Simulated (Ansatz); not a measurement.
# NaH, space group Fm-3m: a phonon calculation by finite displacements

With Ansatz 0.2.0, Python API.

Typed at the interpreter:
```pycon
>>> from pathlib import Path
>>> import ansatz as az
>>> import numpy as np
>>> from pymatgen.core import Lattice, Structure
>>> from pymatgen.io.ase import AseAtomsAdaptor
>>> pmg_structure = Structure(
...     Lattice([(0.0, 2.44, 2.44), (2.44, 0.0, 2.44), (2.44, 2.44, 0.0)]),
...     ["Na", "H"],
...     [
...         (0.0, 0.0, 0.0),
...         (0.5, 0.5, 0.5),
...     ],
... )
>>> structure = az.Crystal.from_ase(AseAtomsAdaptor.get_atoms(pmg_structure))
>>> structure.resolved().tree()["lattice"]
((0.0, 2.44, 2.44), (2.44, 0.0, 2.44), (2.44, 2.44, 0.0))
>>> calc = (
...     structure.calculation()
...     .functional(az.Functional.LDA)
...     .pseudopotentials("paw")
...     .basis(260, xc_grid=1)
...     .occupations("Fixed")
...     .scf(max_iterations=100)
...     .kpoints(6, 6, 6)
...     .phonons("fd", supercell=2, temperatures=(0, 500, 50))
... )
>>> outcome = calc.run(runs_dir="out")
DeckWarning: basis.ecutwfc = 260 eV is below the records' recommended 420 eV, and the density's cutoff is lower with it unless basis.ecutrho_ratio is high enough to keep the records' density cutoff: compare with a run at a higher cutoff
>>> folder = Path(outcome.output_folder) / "results"
>>> ph = outcome.phonons
>>> print("modes at Gamma (1/cm):", np.round(ph.gamma_omega_inv_cm, 1) + 0.0)
modes at Gamma (1/cm): [  0.    0.    0.  454.5 454.5 454.5]
>>> print(f"{ph.n_members} displaced supercells, sum-rule residual {ph.asr_residual_pre_ev_ang2:.1e} eV/A^2")
2 displaced supercells, sum-rule residual 6.7e-05 eV/A^2
>>> sums = ph.harmonic_sums
>>> print(f"zero-point energy {1000 * sums.zero_point_energy_ev:.2f} meV per cell")
zero-point energy 142.55 meV per cell
>>> t, f_vib = np.asarray(sums.temperatures_k), np.asarray(sums.vibrational_free_energy_ev)
>>> for temperature, value in zip(t, f_vib):
...     print(f"T = {temperature:6.0f} K   F_vib = {1000 * value:9.2f} meV per cell")
...
T =      0 K   F_vib =    142.55 meV per cell
T =     50 K   F_vib =    142.06 meV per cell
T =    100 K   F_vib =    137.75 meV per cell
T =    150 K   F_vib =    128.68 meV per cell
T =    200 K   F_vib =    115.44 meV per cell
T =    250 K   F_vib =     98.45 meV per cell
T =    300 K   F_vib =     78.04 meV per cell
T =    350 K   F_vib =     54.48 meV per cell
T =    400 K   F_vib =     28.03 meV per cell
T =    450 K   F_vib =     -1.07 meV per cell
T =    500 K   F_vib =    -32.61 meV per cell
```

The settings weren't tested for convergence. The cutoff lies under the one recommended for these potentials. The cell isn't relaxed first, so the values belong to this volume. Energy and stress may still move on a finer k-point mesh. A negative frequency stands for an imaginary mode. No non-analytic term is added, so at the zone centre the longitudinal optical modes of a polar crystal aren't split off. The structure is a deposited one; some such entries were measured under pressure or heat, so a shift against it needn't be the functional's error alone. Warnings are shown shortened and without file and line. The structure is taken as given and the supercell is small; imaginary modes can come from an unrelaxed or unstable start. The whole script took 6.6 s on 1 thread of Arm Neoverse V1 (shared host), peak memory 0.45 GiB.

(Lines on the test bed's own set-up are left out of the output.)
